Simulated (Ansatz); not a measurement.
# 2H-MoS2 bilayer (AA) in a perpendicular field, part 2 of 2

What dipole does a perpendicular field induce in the 2H-MoS2 bilayer (AA), and does the gap follow? A positive field points along +c.

Ansatz 0.2.0; plane-wave DFT, r2SCAN-D4, Ansatz PAW (the session's first sound run).

So far, gap along the path (eV): step 3 (atoms held, field 0) 1.50; step 5 (field -0.05 V/Å) 1.46; step 6 (field 0.1 V/Å) 1.40; step 7 (field 0.2 V/Å) 1.27; step 8 (field 0.3 V/Å) 1.13.

## (12) Response, atoms relaxed

This step: plane-wave DFT, r2SCAN-D4, Ansatz PAW; response to a field along the normal, atoms relaxed (Ansatz 0.2.0).

The same analysis on the two relaxed runs holds the ionic part too; their mesh is coarser, so small differences from the held value can come from that.

This step gave:

```yaml
equivalent_conductor_thickness_p_eps_0ae: 10.17 Å
distance_between_the_outer_atoms: 9.946 Å
```

Dipole of the cell against applied field:

| applied field (V/Å) | dipole of the cell (e·Å) |
| --- | --- |
| -0.1000 | -0.0490 |
| 0.1000 | 0.0490 |

Local field over the applied field, running mean. From the potentials at -0.1 and 0.1 V/Å; running mean over 2.5 Å. The local field over applied field by z:

z (Å), local field over applied field and a bar:
```
      4.5      0.999 ##############################
      5.0      0.997 ##############################
      5.5      0.992 ##############################
      6.0      0.974 #############################
      6.5      0.928 ############################
      7.0      0.829 #########################
      7.5      0.674 ####################
      8.0      0.495 ##############
      8.5      0.307 ########
      9.0      0.166 ####
      9.5      0.097 #
     10.0      0.073 #
     10.5      0.052 
     11.0      0.066 
     11.5      0.083 #
     12.0      0.134 ###
     12.5      0.245 ######
     13.0      0.397 ###########
     13.5      0.514 ###############
     14.0      0.560 ################
     14.5      0.504 ##############
     15.0      0.380 ##########
     15.5      0.230 ######
     16.0      0.126 ##
     16.5      0.080 #
     17.0      0.064 
     17.5      0.053 
     18.0      0.075 #
     18.5      0.101 ##
     19.0      0.179 ####
     19.5      0.328 #########
     20.0      0.516 ###############
     20.5      0.694 ####################
     21.0      0.844 #########################
     21.5      0.936 ############################
     22.0      0.977 #############################
     22.5      0.993 ##############################
     23.0      0.998 ##############################
     23.5      0.999 ##############################
```

Electrons, planar mean, per unit field. Table of induced electron density by z:

| z (Å) | induced electron density (e/Å³ per V/Å) |
| --- | --- |
| 4.5 | 3.0e-6 |
| 5.0 | 1.0e-5 |
| 5.5 | 3.4e-5 |
| 6.0 | 1.1e-4 |
| 6.5 | 3.4e-4 |
| 7.0 | 9.8e-4 |
| 7.5 | 0.00229 |
| 8.0 | 0.00343 |
| 8.5 | 0.00185 |
| 9.0 | 0.00117 |
| 9.5 | 0.00119 |
| 10.0 | 0.00210 |
| 10.5 | 3.8e-4 |
| 11.0 | -0.00234 |
| 11.5 | -0.00131 |
| 12.0 | -0.00114 |
| 12.5 | -0.00126 |
| 13.0 | -0.00297 |
| 13.5 | -0.00196 |
| 14.0 | 1.2e-4 |
| 14.5 | 0.00217 |
| 15.0 | 0.00288 |
| 15.5 | 0.00106 |
| 16.0 | 0.00122 |
| 16.5 | 0.00136 |
| 17.0 | 0.00209 |
| 17.5 | -7.2e-4 |
| 18.0 | -0.00189 |
| 18.5 | -0.00127 |
| 19.0 | -0.00107 |
| 19.5 | -0.00211 |
| 20.0 | -0.00337 |
| 20.5 | -0.00211 |
| 21.0 | -8.8e-4 |
| 21.5 | -3.0e-4 |
| 22.0 | -9.5e-5 |
| 22.5 | -2.9e-5 |
| 23.0 | -8.7e-6 |
| 23.5 | -2.6e-6 |

The induced dipole is that of a conductor 10.17 Å thick.

## (13) Same geometry, cutoff 420 eV, functional LDA

This step: plane-wave DFT, LDA, Ansatz PAW (Ansatz 0.2.0).

The geometry is kept and the functional is LDA; other changes against the main runs: SCF threshold 1.0e-10 → 1.0e-09 eV, cutoff 500 → 420, k-mesh 18×18×1 → 6×6×1 and no dispersion term, which doesn't act on the electrons.

The input, input.yaml:

```yaml
crystal:
  lattice:
    - [3.1734562454, 0.0, 0.0]
    - [-1.5867281227, 2.7482937263, 0.0]
    - [0.0, 0.0, 27.9421952635]
  atoms:
    - { symbol: S, position: [0.3333333333, 0.6666666667, 0.322093519] }
    - { symbol: Mo, position: [0.0, 0.0, 0.3777124294] }
    - { symbol: S, position: [0.3333333333, 0.6666666667, 0.4333152419] }
    - { symbol: S, position: [0.3333333333, 0.6666666667, 0.5666847581] }
    - { symbol: Mo, position: [0.0, 0.0, 0.6222875706] }
    - { symbol: S, position: [0.3333333333, 0.6666666667, 0.677906481] }
kpoints:
  mp_grid: { grid: [6, 6, 1] }
hamiltonian:
  xc: lda
scf:
  occupations: { method: fermi_dirac, width: 0.05 }
  convergence: { dr2_threshold: 1.0e-09 }
efield:
  axis: 3
  dipole_correction: true
  ramp_position: 0.97
  ramp_width: 0.06
  amplitude: 0.1
output:
  write_potential: true
  write_density: true
  volumetric_format: npy
```

On the command line:

```bash
ansatz run input.yaml --threads 4 --pin off --max-ram 6144MiB --backend cpu --events-out ev --progress --plain --runs-dir out
```

Wall time 1.5 s (4 threads of Intel Xeon 6975P-C (Granite Rapids), shared host); peak memory 0.48 GiB.

Numbers from this step:

- dipole along the normal: 0.04986 e·Å

The dipole is 0.0499 e·Å.

## (14) Same geometry, cutoff 420 eV, functional LDA (run 2)

The same run in the opposite field.

Changes to input.yaml since step 13:

```diff
@@ -24,3 +24,3 @@
   ramp_width: 0.06
-  amplitude: 0.1
+  amplitude: -0.1
 output:
```

Run time: 1.5 s. Hardware: 4 threads; peak memory 0.49 GiB.

The dipole is -0.0499 e·Å.

## (15) Response at this level

This step: plane-wave DFT, LDA, Ansatz PAW; response to a field along the normal, atoms held (Ansatz 0.2.0).

The two signs of the field give the slope at this level.

Numbers from this step:

| Quantity | Value |
| --- | --- |
| equivalent conductor thickness p/(ε₀AE) | 10.35 Å |
| distance between the outer atoms | 9.942 Å |

The induced dipole is that of a conductor 10.35 Å thick.

## (16) Same geometry, cutoff 420 eV, functional PBE

This step: plane-wave DFT, PBE, Ansatz PAW (Ansatz 0.2.0).

The geometry is kept and the functional is PBE; other changes against the main runs: SCF threshold 1.0e-10 → 1.0e-09 eV, cutoff 500 → 420, k-mesh 18×18×1 → 6×6×1 and no dispersion term, which doesn't act on the electrons.

Changes to input.yaml since step 14:

```diff
@@ -15,3 +15,3 @@
 hamiltonian:
-  xc: lda
+  xc: pbe
 scf:
@@ -24,3 +24,3 @@
   ramp_width: 0.06
-  amplitude: -0.1
+  amplitude: 0.1
 output:
```

Wall time 1.4 s (4 threads); peak memory 0.5 GiB.

The dipole is 0.0495 e·Å.

## (17) Same geometry, cutoff 420 eV, functional PBE (run 2)

Changes to input.yaml since step 16:

```diff
@@ -24,3 +24,3 @@
   ramp_width: 0.06
-  amplitude: 0.1
+  amplitude: -0.1
 output:
```

The job ended after 1.5 s (4 threads; peak memory 0.5 GiB).

The dipole is -0.0495 e·Å.

## (18) Response at this level

This step: plane-wave DFT, PBE, Ansatz PAW; response to a field along the normal, atoms held (Ansatz 0.2.0).

The induced dipole is that of a conductor 10.26 Å thick.

## (19) Same geometry, cutoff 500 eV, functional r2SCAN

This step: plane-wave DFT, r2SCAN, Ansatz PAW (Ansatz 0.2.0).

The geometry is kept and the functional is r2SCAN; other changes against the main runs: SCF threshold 1.0e-10 → 1.0e-09 eV, k-mesh 18×18×1 → 6×6×1 and no dispersion term, which doesn't act on the electrons.

Changes to input.yaml since step 17:

```diff
@@ -15,3 +15,3 @@
 hamiltonian:
-  xc: pbe
+  xc: r2scan
 scf:
@@ -24,3 +24,3 @@
   ramp_width: 0.06
-  amplitude: -0.1
+  amplitude: 0.1
 output:
```

Elapsed: 3.3 s, on 4 threads; peak memory 0.91 GiB; 12 s of CPU time.

The dipole is 0.0490 e·Å.

## (20) Same geometry, cutoff 500 eV, functional r2SCAN (run 2)

Changes to input.yaml since step 19:

```diff
@@ -24,3 +24,3 @@
   ramp_width: 0.06
-  amplitude: 0.1
+  amplitude: -0.1
 output:
```

Wall time 3 s (4 threads); peak memory 0.92 GiB; 11 s of CPU time.

The dipole is -0.0490 e·Å.

## (21) Response at this level

This step: plane-wave DFT, r2SCAN, Ansatz PAW; response to a field along the normal, atoms held (Ansatz 0.2.0).

The induced dipole is that of a conductor 10.17 Å thick.

## (22) Same geometry, cutoff 420 eV, functional HSE06

This step: plane-wave DFT, HSE06, Ansatz PAW (Ansatz 0.2.0).

The geometry is kept and the functional is HSE06; other changes against the main runs: SCF threshold 1.0e-10 → 1.0e-09 eV, cutoff 500 → 420, k-mesh 18×18×1 → 6×6×1 and no dispersion term, which doesn't act on the electrons.

Changes to input.yaml since step 20:

```diff
@@ -15,3 +15,3 @@
 hamiltonian:
-  xc: r2scan
+  xc: hse06
 scf:
@@ -24,3 +24,3 @@
   ramp_width: 0.06
-  amplitude: -0.1
+  amplitude: 0.1
 output:
```

Elapsed: 19 s, on 4 threads; peak memory 2.8 GiB; 68 s of CPU time.

The dipole is 0.0486 e·Å.

## (23) Same geometry, cutoff 420 eV, functional HSE06 (run 2)

Changes to input.yaml since step 22:

```diff
@@ -24,3 +24,3 @@
   ramp_width: 0.06
-  amplitude: 0.1
+  amplitude: -0.1
 output:
```

The job ended after 19 s (4 threads; peak memory 2.8 GiB).

The dipole is -0.0486 e·Å.

## (24) The series together

Times are for 4 threads of Intel Xeon 6975P-C (Granite Rapids), shared host. The series side by side:

| no. | functional | field | dipole along the normal (e·Å) | time | memory (GiB) |
| --- | --- | --- | --- | --- | --- |
| 1 | lda | 0.1 V/Å | 0.04986 | 1.5 s | 0.48 |
| 2 | lda | -0.1 V/Å | -0.04987 | 1.5 s | 0.49 |
| 3 | pbe | 0.1 V/Å | 0.04947 | 1.4 s | 0.50 |
| 4 | pbe | -0.1 V/Å | -0.04946 | 1.5 s | 0.5 |
| 5 | r2scan | 0.1 V/Å | 0.04900 | 3.3 s | 0.91 |
| 6 | r2scan | -0.1 V/Å | -0.04902 | 3 s | 0.92 |
| 7 | hse06 | 0.1 V/Å | 0.04864 | 19 s | 2.8 |
| 8 | hse06 | -0.1 V/Å | -0.04864 | 19 s | 2.8 |

## (25) Response at this level

This step: plane-wave DFT, HSE06, Ansatz PAW; response to a field along the normal, atoms held (Ansatz 0.2.0).

The induced dipole is that of a conductor 10.09 Å thick.

## (26) A changed input: efield.ramp_width = 0.15

This step: plane-wave DFT, r2SCAN-D4, Ansatz PAW (Ansatz 0.2.0).

A run with a changed input: it repeats the earlier run at 0.05 V/Å with efield.ramp_width from 0.06 to 0.15.

input.yaml, the sections that differ from step 23:

```yaml
kpoints:
  mp_grid: { grid: [18, 18, 1] }
  band_path:
    path: [[0, 0, 0], [0.5, 0, 0], [0.33333333, 0.33333333, 0], [0, 0, 0]]
    npoints: 16
hamiltonian:
  xc: r2scan
  dispersion: d4
scf:
  occupations: { method: fermi_dirac, width: 0.05 }
  convergence: { dr2_threshold: 1.0e-10 }
efield:
  axis: 3
  dipole_correction: true
  ramp_position: 0.97
  ramp_width: 0.15
  amplitude: 0.05
# crystal, output: as in step 23
```

Run time: 14 s. Hardware: 4 threads; peak memory 1.2 GiB.

Numbers from this step:

| Quantity | Value |
| --- | --- |
| dipole along the normal | 0.02449 e·Å |
| gap along the path | 1.456 eV |
| smallest direct gap along the path | 1.713 eV |
| gap, the smaller of path and mesh | 1.456 eV |

Electronic bands along the path, in eV, zero at the Fermi level of the run, which the smearing sets inside the gap:

| point | band 23 | band 24 | band 25 | band 26 | band 27 | band 28 | band 29 | band 30 |
| --- | --- | --- | --- | --- | --- | --- | --- | --- |
| Γ | -2.61 | -2.60 | -1.14 | -0.74 | 1.91 | 1.91 | 2.00 | 2.00 |
| halfway | -2.59 | -2.25 | -1.80 | -1.65 | 1.20 | 1.48 | 1.50 | 1.57 |
| M | -2.15 | -2.06 | -1.74 | -1.56 | 1.35 | 1.44 | 1.87 | 1.97 |
| halfway | -3.14 | -2.86 | -1.41 | -1.31 | 1.21 | 1.30 | 2.17 | 2.32 |
| K | -3.44 | -3.14 | -1.08 | -0.99 | 0.72 | 0.81 | 2.17 | 2.40 |
| halfway | -2.27 | -2.01 | -1.87 | -1.76 | 0.97 | 1.21 | 1.58 | 1.71 |
| Γ | -2.61 | -2.60 | -1.14 | -0.74 | 1.91 | 1.91 | 2.00 | 2.00 |

| quantity | this run | earlier run | difference |
| --- | --- | --- | --- |
| dipole along the normal (e·Å) | 0.02449 | 0.02449 | 2.6e-7 |
| gap along the path (eV) | 1.456 | 1.456 | 0 |
| smallest direct gap along the path (eV) | 1.713 | 1.713 | -1.0e-6 |

Nothing in the table moves by 0.01 in its unit (for the dipole 0.5 % and 5e-5 e·Å). The run took 13 SCF cycles against 12.

The path shows an indirect gap of 1.46 eV (valence top at Γ, conduction bottom at K). The least direct gap is 1.71 eV.

## (27) Varying the input: hamiltonian.pseudopotentials = {"kind": "nc"}

This step: plane-wave DFT, r2SCAN-D4, Ansatz PAW, but for the change named below (Ansatz 0.2.0).

Another changed input: it repeats the earlier run at 0.05 V/Å with hamiltonian.pseudopotentials to kind: nc.

Changes to input.yaml since step 26:

```diff
@@ -20,2 +20,3 @@
   dispersion: d4
+  pseudopotentials: { kind: nc }
 scf:
@@ -27,3 +28,3 @@
   ramp_position: 0.97
-  ramp_width: 0.15
+  ramp_width: 0.06
   amplitude: 0.05
```

Wall time 52 s (4 threads); peak memory 1.9 GiB; 3.4 min of CPU time.

Numbers from this step:

```yaml
gap_along_the_path: 1.458 eV
smallest_direct_gap_along_the_path: 1.714 eV
gap_the_smaller_of_path_and_mesh: 1.458 eV
```

Electronic bands along the path, in eV, zero at the Fermi level of the run, which the smearing sets inside the gap:

| point | band 23 | band 24 | band 25 | band 26 | band 27 | band 28 | band 29 | band 30 |
| --- | --- | --- | --- | --- | --- | --- | --- | --- |
| Γ | -2.61 | -2.60 | -1.14 | -0.74 | 1.92 | 1.92 | 2.00 | 2.00 |
| halfway | -2.59 | -2.25 | -1.80 | -1.66 | 1.20 | 1.48 | 1.50 | 1.57 |
| M | -2.15 | -2.06 | -1.74 | -1.56 | 1.35 | 1.44 | 1.87 | 1.98 |
| halfway | -3.14 | -2.86 | -1.41 | -1.31 | 1.21 | 1.30 | 2.17 | 2.32 |
| K | -3.44 | -3.15 | -1.08 | -0.99 | 0.72 | 0.81 | 2.17 | 2.41 |
| halfway | -2.28 | -2.01 | -1.87 | -1.76 | 0.98 | 1.22 | 1.58 | 1.71 |
| Γ | -2.61 | -2.60 | -1.14 | -0.74 | 1.92 | 1.92 | 2.00 | 2.00 |

| quantity | this run | earlier run | difference |
| --- | --- | --- | --- |
| dipole along the normal (e·Å) | 0.02449 | 0.02449 | -4.9e-6 |
| gap along the path (eV) | 1.458 | 1.456 | 0.0013 |
| smallest direct gap along the path (eV) | 1.714 | 1.713 | 8.6e-4 |

Nothing in the table moves by 0.01 in its unit (for the dipole 0.5 % and 5e-5 e·Å). The run took 16 SCF cycles against 12.

The path shows an indirect gap of 1.46 eV (valence top at Γ, conduction bottom at K). The least direct gap is 1.71 eV.

## (28) Results

| Property | Result |
| --- | --- |
| gap without field | 1.50 eV |
| ionisation energy, upper face | 5.89 eV |
| electron affinity, upper face | 4.38 eV |
| equivalent conductor thickness, atoms held | 10.2 Å |
| equivalent conductor thickness, atoms relaxed | 10.2 Å |
| equivalent conductor thickness, LDA | 10.3 Å |
| equivalent conductor thickness, PBE | 10.3 Å |
| equivalent conductor thickness, r2SCAN | 10.2 Å |
| equivalent conductor thickness, HSE06 | 10.1 Å |

In words: The induced dipole equals that of a perfect conductor 10.16 Å thick, while the outer atoms lie 9.94 Å apart; an out-of-plane ε follows only once a thickness t is chosen, by 1 − 1/ε = 10.16 Å / t. The gap goes from 1.50 eV to 1.13 eV at 0.3 V/Å. Across the functionals the thickness runs from 10.09 to 10.35 Å; those runs use a coarser k-mesh, so they are to be compared with each other. Semilocal functionals give gaps that are too small, and excitons are not included. Spin-orbit coupling is left out, which matters for the bands of elements this heavy.

[Logs are printed without paths, hosts, clocks, repeated set-up lines and the standing remarks that a program may print on its own settings, such as how far it seeks lower states.]

[Hosts, paths, dates, database ids (printed as entryN), source tags and the programs' standing remarks are cut or masked in the printed files.]

[Maps of the electrostatic potential energy from Ansatz leave out the sawtooth potential of an applied field or a dipole correction, so their vacuum need not be flat; planar profiles and work functions include it.]
